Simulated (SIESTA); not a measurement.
Al: elastic constants with WC

Al:

```
Al
1.0
     0.00000    2.01740    2.01740
     2.01740    0.00000    2.01740
     2.01740    2.01740    0.00000
Al
1
Direct
  0.00000 0.00000 0.00000
```

The cell isn't the ideal one: cell relaxed.

```
Program                  : SIESTA 5.4.2
Task                     : elastic constants
Functional               : WC
Potentials or basis      : PseudoDojo 0.4 standard (PBEsol files)
Basis                    : TZP (energy shift 0.002 Ry; radii capped at 9.5 bohr)
Grid cutoff              : 500 Ry
Energy shift             : 0.002 Ry
k mesh                   : 8 × 8 × 8
Occupations              : fermi-dirac, width 0.05 eV
Spin                     : no spin polarisation
force tolerance          : 0.005 eV/Å
Hamiltonian tolerance    : 0.0001 eV
density-matrix tolerance : 1e-05
```

```
Elastic constants C11, C12, C44 : 211, 23, -27 GPa
Voigt bulk modulus              : 86 GPa
```

Elastic tensor in Voigt notation (GPa, in the Cartesian axes of the cell as first typed):
```
211  23  23   0   0   0
 23 211  23   0   0   0
 23  23 211   0   0   0
  0   0   0 -27   0   0
  0   0   0   0 -27   0
  0   0   0   0   0 -27
```

All runs of the series together: 8.6 min on 1 thread of Arm Neoverse V1, on a shared host.

Caveat: the elastic tensor has a negative eigenvalue, so either the cell is unstable as it stands or the mesh is too thin; the potentials were made for another functional, which shifts forces and pressure; the basis of atomic orbitals isn't converged, which shifts pressures, moduli and gaps.
